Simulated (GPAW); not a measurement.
# 1 ML Co on Nb(110), 1 substrate layers: exchange couplings by hand from total energies

Aim: get Heisenberg couplings of 1 ML Co on Nb(110), 1 substrate layers from the energies of collinear orders, with pencil and paper, and test them on an order left out of the fit.

Main program and level: GPAW 26.7.0; revPBE; plane waves with GPAW's PAW setups, scalar-relativistic.

**1. The starting structure**

The cell holds 2 atoms: 1 Nb and 1 Co. Its edges and angles: a = 2.882 Å, b = 2.882 Å, c = 16.115 Å, α = 90.0°, β = 90.0°, γ = 109.5°. pseudomorphic film on the substrate's lattice, hard-sphere layer spacings, unrelaxed, 14 A of vacuum. Vacuum lies along c.

**2. The parallel order**

All energies count from this run.

order1.py

```python
import json
import numpy as np
from ase import Atoms
from ase.parallel import paropen, parprint
from gpaw import GPAW

atoms = Atoms(['Nb', 'Co'],
    cell=[[1.66395, -2.353181, 0.0],
         [1.66395, 2.353181, 0.0],
         [0.0, 0.0, 16.114917]],
    scaled_positions=[[0.0, 0.0, 0.43438],
         [0.5, 0.5, 0.56562]],
    pbc=True,
    magmoms=[0.0, 2.0])
atoms.calc = GPAW(mode={'name': 'pw', 'ecut': 550},
    xc='revPBE',
    kpts={'size': (10, 10, 1), 'gamma': True},
    occupations={'name': 'fermi-dirac', 'width': 0.1},
    convergence={'density': 1e-05, 'energy': 1e-05},
    maxiter=200,
    symmetry={'tolerance': 1e-4},
    txt='order1.txt')
e = atoms.get_potential_energy(force_consistent=True)
res = {'free_energy': e, 'energy_sigma0': atoms.get_potential_energy(), 'fermi_energy': atoms.calc.get_fermi_level()}
res['moments'] = atoms.get_magnetic_moments().tolist()
res['total'] = atoms.get_magnetic_moment()
parprint('site moments (muB):', np.round(res['moments'], 3))
parprint(f"total moment: {res['total']:.3f} muB")
parprint(f'free energy: {e:.6f} eV')
atoms.calc.write('order1.gpw')
n = atoms.calc.get_pseudo_density()
up, down = (atoms.calc.get_pseudo_density(spin=i) for i in (0, 1))
np.savez('grids.npz', density=n, spin=up - down)
with paropen('results.json', 'w') as f:
    json.dump(res, f)
```

Started as:

```bash
$ OMP_NUM_THREADS=1 mpirun -n 2 gpaw python order1.py > order1.log
```

Output:

```text
site moments (muB): [0.011 1.772]
total moment: 1.795 muB
free energy: -15.348360 eV

--- order1.txt ---
Input parameters:
  mode=PW(ecut=550),
  convergence={'density': 1e-05, 'energy': 1e-05},
  kpts=MonkhorstPack(size=(10, 10, 1), gamma=True),
  maxiter=200,
  occupations=Occupations(name='fermi-dirac', width=0.1),
  symmetry=Symmetry(tolerance=0.0001),
  xc=XC(name='revPBE')

Diagonalizing LCAO Hamiltonian
[...]
|          6 |        -3.147 |     1.000 |        -1.948 |     1.000 |
|          7 |        -2.486 |     1.000 |        -1.167 |     0.999 |
[...]
|         15 |         2.123 |     0.000 |         2.184 |     0.000 |
|         16 |         2.460 |     0.000 |         2.513 |     0.000 |
|         17 |         3.502 |     0.000 |         3.513 |     0.000 |
|         18 |         3.831 |     0.000 |         3.890 |     0.000 |

No gap
No difference between direct/indirect transitions

[key lines of the parts left out:]
Free energy:     -15.348360
Converged in 23 steps
dipole moment: (-12.178829, -0.000000, 0.044781)  # |e|*Ang
Fermi level: -0.516
```

Wall time 34 s (2 MPI ranks of Intel Xeon 6975P-C (Granite Rapids), shared host); peak memory 0.53 GiB.

Spin moment in the augmentation sphere by atom:

| atom | spin moment in the augmentation sphere (μB) |
| --- | --- |
| Nb1 | 0.01 |
| Co2 | 1.77 |

Read from the output:

- magnetization: 1.795 μB
- final state: ferromagnetic

After 23 cycles the largest moment stands at 1.77 μB.

**3. The orders used for the fit**

The other orders were run with the same settings, on meshes that hold the same points. Free energies (smearing 0.1 eV, its entropy term included) are divided by the number of Co atoms; q is in fractions of the reciprocal vectors of the first run's cell.

| order | atoms | mesh | free energy (eV) | eV per Co | largest moment (μB) |
| --- | --- | --- | --- | --- | --- |
| F + | 2 | 10×10×1 | -15.3484 | -15.3484 | 1.77 |
| AF q=(1/2,1/2,0) +- | 4 | 5×10×1 | -30.4509 | -15.2255 | 1.61 |

**4. Counting neighbours**

With E = −Σ J e_i·e_j over ordered pairs of unit vectors, turning a neighbour from parallel to opposed costs 2J a Co atom. So an order lies 2 Σ n J over the parallel one, n being the opposed neighbours in each shell.

| shell | distance (Å) | neighbours | opposed in AF q=(1/2,1/2,0) +- | opposed in AF q=(0,1/2,0) +- |
| --- | --- | --- | --- | --- |
| J1 | 2.88 | 4 | 4 | 2 |
| J2 | 3.33 | 2 | 0 | 2 |

Only J1 is kept.

**5. Solving**

```
2 × 4 × J1 = +122.89 meV    (AF q=(1/2,1/2,0) +-)
J1 = +15.36 meV
```

**6. The test**

The couplings now give the orders that were left out:

```
2 × 2 × (+15.36) = +61.44 meV    (AF q=(0,1/2,0) +-)
```

The runs themselves:

| order | atoms | mesh | free energy (eV) | eV per Co | largest moment (μB) | over the parallel order (meV) | foretold (meV) |
| --- | --- | --- | --- | --- | --- | --- | --- |
| AF q=(0,1/2,0) +- | 4 | 10×5×1 | -30.5431 | -15.2716 | 1.71 | +76.80 | +61.44 |

**7. One more shell**

The miss asks for the next shell, which takes one more order into the fit and leaves none for a test.

```
2 × 4 × J1 = +122.89 meV    (AF q=(1/2,1/2,0) +-)
2 × 2 × J1 + 2 × 2 × J2 = +76.80 meV    (AF q=(0,1/2,0) +-)
J1 = +15.36 meV
J2 = +3.84 meV
```

**8. Summary of results**

| Item | Value |
| --- | --- |
| J1 (Co–Co at 2.88 Å) | 15.4 meV |
| largest miss on the orders left out | 15 meV |
| J1 with 2 shells | 15.4 meV |
| J2 with 2 shells | 3.84 meV |

The model misses the order left out by 15 meV, 12 % of the span of the orders, so it holds only roughly. With the next shell added the couplings are J1 = +15.36 and J2 = +3.84 meV, untested. The first dropped shell that the test feels is J2 at 3.33 Å. The site moments spread by 9.2 % over the orders, so moments are not rigid and part of the miss lies outside a spin model. In a metal couplings reach far, and the mesh was not tested. The couplings are effective ones: further shells with opposed neighbours are folded into them or show in the miss. No mean-field temperature is given: it needs a model that holds, an unfrustrated order and couplings in all three dimensions.

[Logs and program files are shortened in this print: banners, set-up blocks, solver, clock and traceback lines can be left out without a mark of their own.]

[Logs are printed without paths, hosts, clocks, repeated set-up lines and the standing remarks that a program may print on its own settings, such as how far it seeks lower states.]

[Hosts, paths, dates, database ids (printed as entryN), source tags and the programs' standing remarks are cut or masked in the printed files.]

[Where a cell is said to come from a database of computed structures, the database is the Materials Project.]
